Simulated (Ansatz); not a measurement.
Crystal: As.

```xyz
2
Lattice="4.5664 0.0000 0.0000 -2.2832 3.9546 0.0000 0.0000 0.0000 2.8337" Properties=species:S:1:pos:R:3 pbc="T T T"
As    0.0000    2.6364    0.0000
As    2.2832    1.3182    0.0000
```

The cell was built by a generator and needn't be a form met in nature.

Base run:

| Property | Result |
| --- | --- |
| Program | Ansatz 0.2.0 |
| Functional | PBE |
| Potentials or basis | Ansatz PAW |
| Cutoff | 420 eV (not typed: the program's choice for these potentials) |
| k mesh | 7 × 7 × 9 |
| Occupations | gaussian, width 0.012 eV |
| Spin | no spin polarisation |

Its results: band gap on the k mesh none (metal or under the smearing width); pressure -0.1 GPa.

**Question.** The run is repeated on the same cell with these changes: functional from PBE to r2SCAN; cutoff from 420 eV (not typed: the program's choice for these potentials) to 500 eV (not typed: the program's choice for these potentials); occupations from gaussian, width 0.012 eV to fermi-dirac, width 0.05 eV. What comes out?

**Answer.** Band gap on the k mesh none (metal or under the smearing width); pressure -1.7 GPa.

Caveats: the PAW data sets come from PBE, with cores solved anew for the run's functional, which leaves a small shift of forces and pressure (some runs).
